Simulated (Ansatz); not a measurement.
Crystal: NiO.

```xyz
2
Lattice="0.0000 2.0859 2.0859 2.0859 0.0000 2.0859 2.0859 2.0859 0.0000" Properties=species:S:1:pos:R:3 pbc="T T T"
Ni    0.0000    0.0000    0.0000
O     2.0859    2.0859    2.0859
```

Base run:

* Program: Ansatz 0.2.0
* Functional: PBEsol
* Potentials or basis: all-electron LAPW, scalar-relativistic
* Cutoff: 378 eV (chosen from the basis error)
* Basis error allowed: 0.001 eV/atom
* k mesh: 11 × 11 × 11
* Occupations: fermi-dirac, width 0.05 eV
* Spin: collinear spin, ferromagnetic start
* Starting moments: [1.0, 0.0] μB
* Hubbard terms: Ni d U = 6 eV

Its results: band gap on the k mesh 1.96 eV, indirect (least direct gap 2.66 eV); pressure 4.2 GPa; net moment 2.00 μB per cell; site moments Ni +1.76; O +0.22 μB.

Problem. The run is repeated on the same cell with these changes: hubbard terms from Ni d U = 6 eV to Ni d U = 2 eV. What comes out?

Solution. Band gap on the k mesh 0.13 eV, indirect (least direct gap 1.05 eV); pressure 0.5 GPa; net moment 2.00 μB per cell; site moments Ni +1.67; O +0.31 μB.

Caveats: the magnetic state may not be the lowest; U is the effective U less J, on atomic orbitals that reach past the spheres; an odd mesh through Γ misses points on the zone boundary, where band edges often lie; a cell with one magnetic atom can't hold antiferromagnetic order, which such compounds often take.
